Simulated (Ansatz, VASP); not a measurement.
One calculation of Al2O3, two programs

INCAR

```
SYSTEM = Al2O3
PREC = Accurate
ENCUT = 520
EDIFF = 1E-7
ISMEAR = 0
SIGMA = 0.02
LREAL = Auto
LASPH = .True.
NELM = 100
ALGO = Fast
ISIF = 2
LWAVE = .False.
LCHARG = .True.
GGA = PS
LELF = .True.
LVHAR = .True.
NBANDS = 49
```

Contents of KPOINTS:

```
regular mesh
0
Gamma
  4 4 4
  0 0 0
```

File POSCAR:

```
Al2O3
1.0
    5.4907190000     -0.0896580000      0.4513830000
   -0.1045560000      5.2341150000      0.2535110000
    0.4588590000      0.2866860000      5.6871000000
Al O
6 9
Direct
    0.0394812798      0.8188915112      0.2161528447
    0.7545724064      0.5809122851      0.8723115434
    0.6257321760      0.0841593232      0.9781600062
    0.2669497871      0.9609694296      0.7316213115
    0.2749840461      0.2725503745      0.3065673771
    0.7398578984      0.2702132500      0.4277283312
    0.5650642601      0.8248234958      0.7885970441
    0.4201622548      0.2622075115      0.5673326953
    0.1309478242      0.9546517916      0.4654172376
    0.0209977890      0.4750387716      0.3161500816
    0.8098571223      0.2916378216      0.7406487902
    0.7572003215      0.9910940851      0.2425622591
    0.2845074671      0.0811855948      0.0433099455
    0.5843828371      0.4166896210      0.1463221420
    0.0232253903      0.7499068370      0.9101675359
```

Input for Ansatz:

```yaml
crystal:
  lattice:
    - [5.490719, -0.089658, 0.451383]
    - [-0.104556, 5.234115, 0.253511]
    - [0.458859, 0.286686, 5.6871]
  atoms:
    - { symbol: Al, position: [0.0394812798, 0.8188915112, 0.2161528447] }
    - { symbol: Al, position: [0.7545724064, 0.5809122851, 0.8723115434] }
    - { symbol: Al, position: [0.625732176, 0.0841593232, 0.9781600062] }
    - { symbol: Al, position: [0.2669497871, 0.9609694296, 0.7316213115] }
    - { symbol: Al, position: [0.2749840461, 0.2725503745, 0.3065673771] }
    - { symbol: Al, position: [0.7398578984, 0.27021325, 0.4277283312] }
    - { symbol: O, position: [0.5650642601, 0.8248234958, 0.7885970441] }
    - { symbol: O, position: [0.4201622548, 0.2622075115, 0.5673326953] }
    - { symbol: O, position: [0.1309478242, 0.9546517916, 0.4654172376] }
    - { symbol: O, position: [0.020997789, 0.4750387716, 0.3161500816] }
    - { symbol: O, position: [0.8098571223, 0.2916378216, 0.7406487902] }
    - { symbol: O, position: [0.7572003215, 0.9910940851, 0.2425622591] }
    - { symbol: O, position: [0.2845074671, 0.0811855948, 0.0433099455] }
    - { symbol: O, position: [0.5843828371, 0.416689621, 0.146322142] }
    - { symbol: O, position: [0.0232253903, 0.749906837, 0.9101675359] }
basis:
  ecutwfc: 420
kpoints:
  mp_grid: { grid: [4, 4, 4] }
hamiltonian:
  xc: pbesol
scf:
  occupations: { method: gaussian, width: 0.02 }
  n_extra_bands: 8
output:
  forces: true
  stress: true
  eigenvalues: true
  populations: true
  dos:
    method: { smearing: { sigma: 0.1, scheme: gaussian } }
    projected: true
    de: 0.02
  write_density: true
  write_potential: true
  elf: true
  volumetric_format: npy
```

Alike in both runs: task single point; functional PBEsol; k mesh 4 × 4 × 4; occupations gaussian, width 0.02 eV; no spin polarisation.

|  | VASP | Ansatz |
| --- | --- | --- |
| version | VASP 6.6.1 | Ansatz 0.2.0 |
| potentials or method | VASP PAW PBE potentials, release 64 (Al, O) | scalar-relativistic, plane waves, PAW |
| plane-wave cutoff (eV) | 520 | 420 |
| valence electrons in the cell | 72 | 72 |

Ansatz gave:

```
gap on the k mesh at the Fermi level (eV) : 4.06
least direct gap on the mesh (eV)         : 4.21
rms of the force components (eV/Å)        : 0.011
```

Problem. Which values does VASP return?

Solution. gap on the k mesh at the Fermi level (eV): 4.06; least direct gap on the mesh (eV): 4.21; rms of the force components (eV/Å): 0.015.

Atom by atom the forces differ by 0.012 eV/Å (rms over components).

Caveats: the PAW data sets were made with another functional, which shifts forces and pressure a little (VASP). A hybrid or GW would open this gap; PBEsol tends to underestimate it.
